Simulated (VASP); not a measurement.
Crystal: TaSi2.

```xyz
9
Lattice="4.7800 0.0000 0.0000 -2.3900 4.1396 0.0000 0.0000 0.0000 6.5640" Properties=species:S:1:pos:R:3 pbc="T T T"
Ta   -1.1950    2.0698    1.0940
Ta    1.1950    2.0698    5.4700
Ta    2.3900    0.0000    3.2820
Si    1.1949    0.6899    1.0940
Si   -1.1951    3.4497    5.4700
Si    2.3900    2.7599    3.2820
Si    1.1951    3.4497    1.0940
Si    3.5851    0.6899    5.4700
Si    0.0000    1.3797    3.2820
```

```yaml
Program: VASP 6.6.1
Task: relaxation of cell and atoms
Functional: PBE
Potentials_or_basis: VASP PAW PBE potentials, release 64 (Ta_pv, Si)
Cutoff: 600 eV
k_mesh: 5 × 5 × 3
Occupations: fermi-dirac, width 0.05 eV
Spin: no spin polarisation
```

At the start: pressure 3.7 GPa; volume 14.43 Å³/atom.

Task: How do energy, volume and symmetry change on relaxing?

Result: Over 10 steps the energy falls by 20.4 meV/atom and the volume is 14.68 Å³/atom (+1.7 %); space group P6_222 (No. 180, to 0.05 Å).

The path:
| step | energy change (eV) | largest force (eV/Å) | pressure (GPa) | volume (Å³) |
| --- | --- | --- | --- | --- |
| 1 | 0.0000 | 0.7969 | 3.73 | 129.88 |
| 2 | -0.0703 | 0.2630 | -5.62 | 136.31 |
| 3 | -0.1055 | 0.4514 | -2.43 | 133.90 |
| 4 | -0.1779 | 0.0762 | -0.30 | 132.22 |
| 5 | -0.1801 | 0.0092 | 0.18 | 131.88 |
| 6 | -0.1836 | 0.0013 | 0.10 | 132.08 |
| 7 | -0.1837 | 0.0002 | 0.11 | 132.05 |
| 8 | -0.1837 | 0.0002 | 0.11 | 132.05 |
| 9 | -0.1837 | 0.0008 | -0.16 | 132.24 |
| 10 | -0.1837 | 0.0005 | 0.02 | 132.13 |

Final structure:
```cif
data_structure
_symmetry_space_group_name_H-M 'P 1'
_symmetry_Int_Tables_number 1
_cell_length_a 4.8156
_cell_length_b 4.8156
_cell_length_c 6.5791
_cell_angle_alpha 90.000
_cell_angle_beta 90.000
_cell_angle_gamma 120.000
_cell_volume 132.13
loop_
_atom_site_label
_atom_site_type_symbol
_atom_site_fract_x
_atom_site_fract_y
_atom_site_fract_z
_atom_site_occupancy
Ta1 Ta 0.00000 0.50000 0.16667 1
Ta2 Ta 0.50000 0.50000 0.83333 1
Ta3 Ta 0.50000 0.00000 0.50000 1
Si1 Si 0.31726 0.15863 0.16667 1
Si2 Si 0.15863 0.84137 0.83333 1
Si3 Si 0.84137 0.68274 0.50000 1
Si4 Si 0.68274 0.84137 0.16667 1
Si5 Si 0.84137 0.15863 0.83333 1
Si6 Si 0.15863 0.31726 0.50000 1
```
